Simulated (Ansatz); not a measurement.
BaZrO₃ built on the cubic perovskite prototype was relaxed with 4 functionals in Ansatz, cell and atoms free, the symmetry of the start kept (meshes: PBE 6×6×6, r2SCAN 6×6×6, PBEsol 6×6×6, LDA 6×6×6). Calculated for a static, non-magnetic cell.

The PBE result:
```yaml
crystal:
  lattice:
    - [4.22726, 0.00000, 0.00000]
    - [0.00000, 4.22726, 0.00000]
    - [0.00000, 0.00000, 4.22726]
  atoms:
    - { symbol: Ba, position: [0.00000, 0.00000, 0.00000] }
    - { symbol: Zr, position: [0.50000, 0.50000, 0.50000] }
    - { symbol: O, position: [0.50000, 0.50000, 0.00000] }
    - { symbol: O, position: [0.50000, 0.00000, 0.50000] }
    - { symbol: O, position: [0.00000, 0.50000, 0.50000] }
```

It is cubic, Pm-3m (No. 221); conventional cell a = 4.227 Å, 15.11 Å³ an atom. Ba is surrounded by 12 O at 2.99 Å; Zr is surrounded by 6 O at 2.11 Å; O is surrounded by 2 Zr at 2.11 Å and 4 Ba at 2.99 Å.

Question: Order the functionals by the relaxed volume, smallest first.
A. LDA
B. PBE
C. PBEsol
D. r2SCAN

Answer: A (14.27 Å³/atom), C (14.61 Å³/atom), D (14.87 Å³/atom), B (15.11 Å³/atom).

Question: What lattice does r2SCAN give?

Answer: a = 4.205 Å; the volume differs by -1.5 % from PBE's. Around Ba lie 12 O at 2.97 Å; around Zr lie 6 O at 2.10 Å; around O lie 2 Zr at 2.10 Å and 4 Ba at 2.97 Å.

Question: What lattice does LDA give?

Answer: a = 4.147 Å; the volume differs by -5.6 % from PBE's. Ba is surrounded by 12 O at 2.93 Å; Zr is surrounded by 6 O at 2.07 Å; O is surrounded by 2 Zr at 2.07 Å and 4 Ba at 2.93 Å.

Question: Held at the r2SCAN cell, what mean stress do LDA and PBE find, and does its sign point to their own minimum?

Answer: Yes. LDA -6.66 GPa, and its relaxed volume is -4.1 % from r2SCAN's; PBE +2.41 GPa, and its relaxed volume is +1.6 % from r2SCAN's. Compression counts positive, so a positive stress asks for a larger cell.

Question: How do the relaxed cells compare with measured ones?

Answer:
Comparison with experiment:
- Lattice constant a, measured 4.192 Å: PBE 4.227 (+0.8 %), r2SCAN 4.205 (+0.3 %), PBEsol 4.181 (-0.3 %), LDA 4.147 (-1.1 %). Source: 4.192 ± 0.001 Å (cubic cell parameter; 300 K; X-ray diffraction; powder; “EXAFS study of lead-free relaxor ferroelectric BaTi(1-x)Zr(x)O3 at the Zr K-edge”, 2006, arxiv:cond-mat/0602127).
The calculated lattice is static; the measured one holds thermal expansion and zero-point motion. Reports marked as nanostructured, strained, doped, implanted or mixed samples, and transport gaps, were set aside.

Spin-orbit coupling is left out.
